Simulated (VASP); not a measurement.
Here is a VASP 6.6.1 calculation.

File INCAR:

```
  ALGO = Normal
  EDIFF = 1E-6
  ENCUT = 520
  GGA = PS
  ISIF = 2
  ISMEAR = 0
  LASPH = True
  LCHARG = False
  LREAL = False
  LWAVE = False
  NELM = 80
  PREC = Accurate
  SIGMA = 0.05
```

Contents of KPOINTS:

```
k-points
0
Gamma
  9 9 9
```

The input POSCAR:

```
MgS
1.0
    0.0000000000      2.6016500000      2.6016500000
    2.6016500000      0.0000000000      2.6016500000
    2.6016500000      2.6016500000      0.0000000000
S Mg
1 1
Cartesian
    2.6016500000      2.6016500000      2.6016500000
    0.0000000000      0.0000000000      0.0000000000
```

Potentials or basis: VASP PAW PBE potentials, release 64 (S, Mg).

Launch:

```console
$ cat potpaw_PBE.64/S/POTCAR potpaw_PBE.64/Mg/POTCAR > POTCAR
$ mpirun -np 1 vasp_std > vasp.out
```

(1) What does it give for the pressure?

(2) What does it give for the band gap on the k mesh?

Results:

(1) -1.1 GPa.

(2) 2.83 eV, indirect (least direct gap 3.59 eV).

Caveat: the PAW data sets were made with another functional, which shifts forces and pressure a little; an odd mesh through Γ misses points on the zone boundary, where band edges often lie.
